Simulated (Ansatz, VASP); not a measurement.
## Two plane-wave programs on Si

File INCAR:

```
SYSTEM = Si
PREC     = Accurate       ! precision mode
ENCUT    = 520            ! plane-wave cutoff, eV
EDIFF    = 1E-6           ! SCF threshold, eV
ISMEAR   = 0              ! smearing method
SIGMA    = 0.05           ! smearing width, eV
LREAL    = .FALSE.        ! projectors in reciprocal space
LASPH    = .TRUE.         ! aspherical terms in the spheres
NELM     = 60             ! most SCF steps
ALGO     = Normal         ! electronic algorithm
ISIF     = 2              ! what is computed and relaxed
LWAVE    = .FALSE.        ! write WAVECAR
LCHARG   = .FALSE.        ! write CHGCAR
GGA      = PE             ! functional
NBANDS   = 11             ! bands
```

Contents of KPOINTS:

```
regular mesh
0
G
  14 14 14
  0 0 0
```

Contents of POSCAR:

```
Si
1.0
    0.0000000000      2.6981787451      2.6981787451
    2.6981787451      0.0000000000      2.6981787451
    2.6981787451      2.6981787451      0.0000000000
Si
2
Direct
    0.7500000000      0.7500000000      0.7500000000
    0.5000000000      0.5000000000      0.5000000000
```

Input for Ansatz:

```yaml
crystal:
  lattice:
    - [0.0, 2.6981787451, 2.6981787451]
    - [2.6981787451, 0.0, 2.6981787451]
    - [2.6981787451, 2.6981787451, 0.0]
  atoms:
    - { symbol: Si, position: [0.75, 0.75, 0.75] }
    - { symbol: Si, position: [0.5, 0.5, 0.5] }
basis:
  ecutwfc: 420
  ecutrho_ratio: 4
kpoints:
  mp_grid: { grid: [14, 14, 14] }
hamiltonian:
  xc: pbe
scf:
  occupations: { method: gaussian, width: 0.05 }
output:
  forces: true
  stress: true
  eigenvalues: true
```

Alike in both runs: task single point; functional PBE; k mesh 14 × 14 × 14; occupations gaussian, width 0.05 eV; no spin polarisation.

```csv
,VASP,Ansatz
version,VASP 6.6.1,Ansatz 0.2.0
potentials or method,"VASP PAW PBE potentials, release 64 (Si)","scalar-relativistic, plane waves, PAW"
plane-wave cutoff (eV),520,420
valence electrons in the cell,8,8
```

```csv
,VASP,Ansatz,Ansatz less VASP
gap on the k mesh at the Fermi level (eV),0.54,0.54,-0.002
least direct gap on the mesh (eV),2.57,2.57,-0.005
pressure (GPa),3.9,4.0,+0.08
```

With one functional, cell and mesh, what is left measures potentials, basis and numerics.

A k mesh can miss the band edges.
